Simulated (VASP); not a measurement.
# KI (Potassium Iodide) in VASP: a series of runs

Aim: see how the results for KI (Potassium Iodide) move with the level of theory and the settings. Levels: PBE, PBE+TS. Tasks: single point, relaxation of the atoms, atomic charges, electron localisation function.

All numbers are computed with VASP 6.6.1; they aren't measurements. Logs are shortened: lines on timing, memory, paths and dates and some standing lists are left out, and cuts for length are marked.

### 1 The structure

The cell holds a molecule in a box, 2 atoms: a = 9.000 Å, b = 9.000 Å, c = 13.000 Å, α = 90.00°, β = 90.00°, γ = 90.00°.

### 2 Single point, PBE (atoms moved at random, drawn with an rms of 0.05 Å)

File INCAR:

```
PREC     = Accurate       # precision mode
ENCUT    = 520            # plane-wave cutoff, eV
EDIFF    = 1E-6           # SCF threshold, eV
ISMEAR   = 0              # smearing method
SIGMA    = 0.01           # smearing width, eV
LREAL    = False          # projectors in reciprocal space
LASPH    = True           # aspherical terms in the spheres
NELM     = 80             # most SCF steps
ALGO     = Normal         # electronic algorithm
ISIF     = 2              # what is computed and relaxed
LWAVE    = False          # write WAVECAR
LCHARG   = False          # write CHGCAR
GGA      = PE             # functional
```

File KPOINTS:

```
regular mesh
0
Gamma
  1 1 1
```

File POSCAR:

```
KI
1.0
    9.0000000000      0.0000000000      0.0000000000
    0.0000000000      9.0000000000      0.0000000000
    0.0000000000      0.0000000000     13.0000000000
K I
1 1
Direct
    0.5035400000      0.5003650000      0.3849920000
    0.5014990000      0.4995620000      0.6199330000
```

Potentials or basis: VASP PAW PBE potentials, release 64 (K_sv, I).

The run is started by

```bash
$ cat potpaw_PBE.64/K_sv/POTCAR potpaw_PBE.64/I/POTCAR > POTCAR
$ mpirun -np 1 vasp_gam > vasp.out
```

OUTCAR:

```text
PREC = Accurate
   ENCUT = 520
   EDIFF = 1E-6
   ISMEAR = 0
   LREAL = False
   LASPH = True
   NELM = 80
   ISIF = 2
   GGA = PE

 ion  position               nearest neighbor table
   1  0.504  0.500  0.385-   2 3.05
   2  0.501  0.500  0.620-   1 3.05

  LATTYP: Found a simple tetragonal cell.
 ALAT       =     9.0000000000
 C/A-ratio  =     1.4444444444

  Lattice vectors:

 A1 = (   9.0000000000,   0.0000000000,   0.0000000000)
 A2 = (   0.0000000000,   9.0000000000,   0.0000000000)
 A3 = (   0.0000000000,   0.0000000000,  13.0000000000)

Analysis of symmetry for initial positions (statically):
=====================================================================
 Subroutine PRICEL returns:
 Original cell was already a primitive cell.

 Routine SETGRP: Setting up the symmetry group for a
 simple tetragonal supercell.

 Subroutine GETGRP returns: Found  1 space group operations
 (whereof  1 operations were pure point group operations)
 out of a pool of 16 trial point group operations.

The static configuration has the point symmetry C_1 .

Analysis of symmetry for dynamics (positions and initial velocities):
=====================================================================
 Subroutine PRICEL returns:
 Original cell was already a primitive cell.

 Routine SETGRP: Setting up the symmetry group for a
 simple tetragonal supercell.

 Subroutine GETGRP returns: Found  1 space group operations
 (whereof  1 operations were pure point group operations)
 out of a pool of 16 trial point group operations.

The dynamic configuration has the point symmetry C_1 .

 Subroutine INISYM returns: Found  1 space group operations
 (whereof  1 operations are pure point group operations),
 and found     1 'primitive' translations

----------------------------------------------------------------------------------------

                                     Primitive cell

  volume of cell :    1053.0000

  direct lattice vectors                    reciprocal lattice vectors
     9.000000000  0.000000000  0.000000000     0.111111111  0.000000000  0.000000000
     0.000000000  9.000000000  0.000000000     0.000000000  0.111111111  0.000000000
     0.000000000  0.000000000 13.000000000     0.000000000  0.000000000  0.076923077

  length of vectors
     9.000000000  9.000000000 13.000000000     0.111111111  0.111111111  0.076923077

  position of ions in fractional coordinates (direct lattice)
     0.503540000  0.500365000  0.384992000
     0.501499000  0.499562000  0.619933000

  ion indices of the primitive-cell ions
   primitive index   ion index
                 1           1
                 2           2

----------------------------------------------------------------------------------------

 KPOINTS: regular mesh

Automatic generation of k-mesh.
 Grid dimensions read from file:
 generate k-points for:    1    1    1

 Generating k-lattice:

  Cartesian coordinates                     Fractional coordinates (reciprocal lattice)
     0.111111111  0.000000000  0.000000000     1.000000000  0.000000000  0.000000000
     0.000000000  0.111111111  0.000000000     0.000000000  1.000000000  0.000000000
     0.000000000  0.000000000  0.076923077     0.000000000  0.000000000  1.000000000

  Length of vectors
     0.111111111  0.111111111  0.076923077

  Shift w.r.t. Gamma in fractional coordinates (k-lattice)
     0.000000000  0.000000000  0.000000000

 Subroutine IBZKPT returns following result:
 ===========================================

 Found      1 irreducible k-points:

 Following reciprocal coordinates:
            Coordinates               Weight
  0.000000  0.000000  0.000000      1.000000
   k-points           NKPTS =      1   k-points in BZ     NKDIM =      1   number of bands    NBANDS=     12
   number of dos      NEDOS =    301   number of ions     NIONS =      2
   total plane-waves  NPLWV = 480200
   dimension x,y,z NGX =    70 NGY =   70 NGZ =   98
   dimension x,y,z NGXF=   140 NGYF=  140 NGZF=  196
   ions per type =               1   1
   NGX,Y,Z   is equivalent  to a cutoff of  12.93, 12.93, 12.53 a.u.
   NGXF,Y,Z  is equivalent  to a cutoff of  25.86, 25.86, 25.06 a.u.
 SYSTEM =  unknown system
   PREC   = accura    normal or accurate (medium, high low for compatibility)
   ISTART =      0    job   : 0-new  1-cont  2-samecut
   ICHARG =      2    charge: 1-file 2-atom 10-const
   ISPIN  =      1    spin polarized calculation?
   LNONCOLLINEAR =      F non collinear calculations
   LSORBIT =      F    spin-orbit coupling
   LASPH  =      T    aspherical Exc in radial PAW
   ENCUT  =  520.0 eV  38.22 Ry    6.18 a.u.  16.73 16.73 24.17*2*pi/ulx,y,z
   NELM   =     80;   NELMIN=  2; NELMDL= -5     # of ELM steps
   EDIFF  = 0.1E-05   stopping-criterion for ELM
   LREAL  =      F    real-space projection
   EDIFFG = 0.1E-04   stopping-criterion for IOM
   NSW    =      0    number of steps for IOM
   IBRION =     -1    ionic relax: 0-MD 1-quasi-New 2-CG
   NFREE  =      0    steps in history (QN), initial steepest desc. (CG)
   ISIF   =      2    stress and relaxation
   ISYM   =      2    0-nonsym 1-usesym 2-fastsym
   POTIM  = 0.5000    time-step for ionic-motion
   TEBEG  =    0.0;   TEEND  =   0.0 temperature during run
   PSTRESS=    0.0 pullay stress
   NELECT =      16.0000    total number of electrons
   NUPDOWN=      -1.0000    fix difference up-down
   EMIN   =  10.00;   EMAX   =-10.00  energy-range for DOS
   EFERMI =   0.00;   METHOD = LEGACY
   ISMEAR =     0;   SIGMA  =   0.01  broadening in eV -4-tet -1-fermi 0-gaus
   EFERMI_NEDOS =   21; number of points for ismear=-14 and -15
   IALGO  =     38    algorithm
   IMIX   =      4    mixing-type and parameters
     AMIX     =   0.40;   BMIX     =  1.00
     AMIX_MAG =   1.60;   BMIX_MAG =  1.00
  volume/ion in A,a.u.               =     526.50      3553.00
  Fermi-wavevector in a.u.,A,eV,Ry     =   0.405482  0.766251  2.237015  0.164416
  Thomas-Fermi vector in A             =   1.357813
   LORBIT       =      0    0 simple, 1 ext, 2 COOP (PROOUT), +10 PAW based schemes
   GGA     = PE    functional components
   LHFCALC =     F    Hartree Fock is set to
   AEXX    =    0.0000 exact exchange contribution
   IVDW    =     0    specifies the selected vdW correction
   LEPSILON=     F    determine dielectric tensor
   LRPA    =     F    only Hartree local field effects (RPA)
 non-spin polarized calculation
 Gauss-broadening in eV      SIGMA  =   0.01
  energy-cutoff  :      520.00
  volume of cell :     1053.00
 maximum number of plane-waves:     14183
 NGX is ok and might be reduce to    70
   NGX = 33   NGY = 33   NGZ = 49

 number of electron      16.0000000 magnetization

 Free energy of the ion-electron system (eV)
  ---------------------------------------------------
  ext. energy  EPLUGINS =         0.00000000
  ---------------------------------------------------
  free energy    TOTEN  =        -3.81858935 eV

  energy without entropy =       -3.81858935  energy(sigma->0) =       -3.81858935

 E-fermi :  -3.9897     XC(G=0):  -1.3166

 val. band max:       -4.0653613073   @ k =   0.0000   0.0000   0.0000
 cond. band min:      -1.6406845204   @ k =   0.0000   0.0000   0.0000
 fundamental gap:      2.4246767869
 Fermi energy:        -3.9896945062

 k-point     1 :       0.0000    0.0000    0.0000
  band No.  band energies     occupation
      1     -35.2650      2.00000
      2     -18.7813      2.00000
      3     -18.7813      2.00000
      4     -18.7084      2.00000
      5     -13.9913      2.00000
      6      -4.4163      2.00000
      7      -4.0654      2.00000
      8      -4.0654      2.00000
      9      -1.6407      0.00000
     10       0.1300      0.00000
     11       0.3324      0.00000
     12       0.3324      0.00000

------------------------ aborting loop because EDIFF is reached ----------------------------------------

  FORCE on cell =-STRESS in cart. coord.  units (eV):
  Direction    XX          YY          ZZ          XY          YZ          ZX
  --------------------------------------------------------------------------------------
  -------------------------------------------------------------------------------------
  Total        0.2453533      0.2451983     -0.4299829      0.0000130     -0.0009055     -0.0023245
  in kB        0.3733139      0.3730780     -0.6542344      0.0000198     -0.0013777     -0.0035368
  external PRESSURE =       0.0307192 kB  Pullay stress =       0.0000000 kB

 VOLUME and BASIS-vectors are now :
 -----------------------------------------------------------------------------
  energy-cutoff  :      520.00
  volume of cell :     1053.00
      direct lattice vectors                 reciprocal lattice vectors
     9.000000000  0.000000000  0.000000000     0.111111111  0.000000000  0.000000000
     0.000000000  9.000000000  0.000000000     0.000000000  0.111111111  0.000000000
     0.000000000  0.000000000 13.000000000     0.000000000  0.000000000  0.076923077

 POSITION                                       TOTAL-FORCE (eV/Angst)
 -----------------------------------------------------------------------------------
      4.53186      4.50329      5.00490         0.000651      0.000287     -0.000426
      4.51349      4.49606      8.05913        -0.000651     -0.000287      0.000426
 -----------------------------------------------------------------------------------
    total drift:                                0.000108     -0.000041      0.000063

  FREE ENERGIE OF THE ION-ELECTRON SYSTEM (eV)
  ---------------------------------------------------
  free  energy   TOTEN  =        -3.8185893469 eV

  energy  without entropy=       -3.8185893469  energy(sigma->0) =       -3.81858935
```

Run time: 67 s. Hardware: 1 thread of Intel Xeon Platinum 8488C (Sapphire Rapids), shared host; peak memory 0.85 GiB.

What came out:

* Free energy: -3.8186 eV
* Gap between the frontier levels: 2.42 eV

Levels at points of the mesh, in eV from the valence-band top:
```
           k point  band 4  band 5  band 6  band 7  band 8  band 9  band 10  band 11  band 12
(0.00, 0.00, 0.00)  -14.64   -9.93   -0.35    0.00    0.00    2.42     4.20     4.40     4.40
```

Caveat: spin-orbit coupling is left out, which moves the levels of the heavy elements.

### 3 Relaxation of the atoms, PBE (atoms moved at random, drawn with an rms of 0.02 Å)

File INCAR:

```
  PREC = Accurate
  ENCUT = 520
  EDIFF = 1E-6
  ISMEAR = 0
  SIGMA = 0.01
  LREAL = F
  LASPH = T
  NELM = 60
  ALGO = Normal
  ISIF = 2
  LWAVE = F
  LCHARG = F
  GGA = PE
  IBRION = 2
  NSW = 60
  EDIFFG = -0.005
```

File KPOINTS:

```
Automatic mesh
0
Gamma
  1 1 1
```

File POSCAR:

```
KI
1.0
    9.0000000000      0.0000000000      0.0000000000
    0.0000000000      9.0000000000      0.0000000000
    0.0000000000      0.0000000000     13.0000000000
K I
1 1
Direct
    0.5011390000      0.5037000000      0.3838870000
    0.4994650000      0.5058700000      0.6195670000
```

Potentials or basis: VASP PAW PBE potentials, release 64 (K_sv, I).

The run is started by

```bash
$ cat potpaw_PBE.64/K_sv/POTCAR potpaw_PBE.64/I/POTCAR > POTCAR
$ mpirun -np 1 vasp_gam > vasp.out
```

OUTCAR:

```text
PREC = Accurate
   ENCUT = 520
   EDIFF = 1E-6
   ISMEAR = 0
   LREAL = F
   LASPH = T
   NELM = 60
   ISIF = 2
   GGA = PE
   IBRION = 2
   NSW = 60
   EDIFFG = -0.005

 ion  position               nearest neighbor table
   1  0.501  0.504  0.384-   2 3.06
   2  0.499  0.506  0.620-   1 3.06

  LATTYP: Found a simple tetragonal cell.
 ALAT       =     9.0000000000
 C/A-ratio  =     1.4444444444

  Lattice vectors:

 A1 = (   9.0000000000,   0.0000000000,   0.0000000000)
 A2 = (   0.0000000000,   9.0000000000,   0.0000000000)
 A3 = (   0.0000000000,   0.0000000000,  13.0000000000)

Analysis of symmetry for initial positions (statically):
=====================================================================
 Subroutine PRICEL returns:
 Original cell was already a primitive cell.

 Routine SETGRP: Setting up the symmetry group for a
 simple tetragonal supercell.

 Subroutine GETGRP returns: Found  1 space group operations
 (whereof  1 operations were pure point group operations)
 out of a pool of 16 trial point group operations.

The static configuration has the point symmetry C_1 .

[... 129 lines left out ...]

 number of electron      15.9999999 magnetization

 Free energy of the ion-electron system (eV)
  ---------------------------------------------------
  ext. energy  EPLUGINS =         0.00000000
  ---------------------------------------------------
  free energy    TOTEN  =        -3.81843179 eV

  energy without entropy =       -3.81843179  energy(sigma->0) =       -3.81843179

------------------------ aborting loop because EDIFF is reached ----------------------------------------

  FORCE on cell =-STRESS in cart. coord.  units (eV):
  Direction    XX          YY          ZZ          XY          YZ          ZX
  --------------------------------------------------------------------------------------
  -------------------------------------------------------------------------------------
  Total        0.2469418      0.2471198     -0.5363510     -0.0000166      0.0017944     -0.0013502
  in kB        0.3757308      0.3760016     -0.8160774     -0.0000253      0.0027303     -0.0020544
  external PRESSURE =      -0.0214483 kB  Pullay stress =       0.0000000 kB
[... 59 lines left out ...]
--------------------------------------- Ionic step        3  -------------------------------------------

 number of electron      15.9999999 magnetization

 Free energy of the ion-electron system (eV)
  ---------------------------------------------------
  ext. energy  EPLUGINS =         0.00000000
  ---------------------------------------------------
  free energy    TOTEN  =        -3.81857409 eV

  energy without entropy =       -3.81857409  energy(sigma->0) =       -3.81857409

 E-fermi :  -3.9743     XC(G=0):  -1.2882

 val. band max:       -4.0645547105   @ k =   0.0000   0.0000   0.0000
 cond. band min:      -1.6258839821   @ k =   0.0000   0.0000   0.0000
 fundamental gap:      2.4386707284
 Fermi energy:        -3.9742623979

 k-point     1 :       0.0000    0.0000    0.0000
  band No.  band energies     occupation
      1     -35.2666      2.00000
      2     -18.7829      2.00000
      3     -18.7829      2.00000
      4     -18.7100      2.00000
      5     -13.9906      2.00000
      6      -4.4157      2.00000
      7      -4.0646      2.00000
      8      -4.0646      2.00000
      9      -1.6259      0.00000
     10       0.1497      0.00000
     11       0.3502      0.00000
     12       0.3502      0.00000
[... 27 lines left out ...]
  FREE ENERGIE OF THE ION-ELECTRON SYSTEM (eV)
  ---------------------------------------------------
  free  energy   TOTEN  =        -3.8185740853 eV

  energy  without entropy=       -3.8185740853  energy(sigma->0) =       -3.81857409

 reached required accuracy - stopping structural energy minimisation
```

Run time: 87 s. Hardware: 1 thread of Intel Xeon Platinum 8488C (Sapphire Rapids), shared host; peak memory 0.94 GiB.

Results:

```yaml
Free_energy: -3.8186 eV
Energy_gained_by_relaxing: 0.1 meV/atom
Ionic_steps: 3
Gap_between_the_frontier_levels: 2.44 eV
```

The path:
| step | energy change (eV) | largest force (eV/Å) | pressure (GPa) |
| --- | --- | --- | --- |
| 1 | 0.0000 | 0.0333 | 0.00 |
| 2 | -0.0001 | 0.0225 | 0.00 |
| 3 | -0.0001 | 0.0011 | 0.00 |

Final structure:
```
K I
1.0
     9.00000    0.00000    0.00000
     0.00000    9.00000    0.00000
     0.00000    0.00000   13.00000
K I
1 1
Direct
  0.50115 0.50369 0.38427
  0.49946 0.50588 0.61918
```

Caveat: spin-orbit coupling is left out, which moves the levels of the heavy elements.

(Continued in part 2 of 2.)
